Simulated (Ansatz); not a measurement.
The same hydrolysis along the group F, Cl, Br, I.

Gas-phase electronic energies from Ansatz, PBE0-D4/def2-TZVP geometries. CCSD(T)/CBS adds triple-zeta CCSD(T) − MP2 to the extrapolated MP2 energy (def2 sets, frozen cores). This one scheme is used for every species. Elements past krypton have def2 core potentials. For Br, I outer-core shells are correlated without core-valence functions, which leaves a few kJ/mol of doubt a bond. Scalar relativity is left out up to krypton. One conformer a species, not always the lowest.

```csv
reaction,CCSD/CBS(def2) (kcal/mol),CCSD(T)/CBS(def2) (kcal/mol)
`Fc1ccccc1` + H₂O → `Oc1ccccc1` + H–F,-2.3,-2.7
`Clc1ccccc1` + H₂O → `Oc1ccccc1` + HCl,1.8,2.3
`Brc1ccccc1` + H₂O → `Oc1ccccc1` + HBr,3.0,3.7
`Ic1ccccc1` + H₂O → `Oc1ccccc1` + HI,5.2,6.4
```

Largest T1 diagnostic: 0.011, for `Oc1ccccc1`.
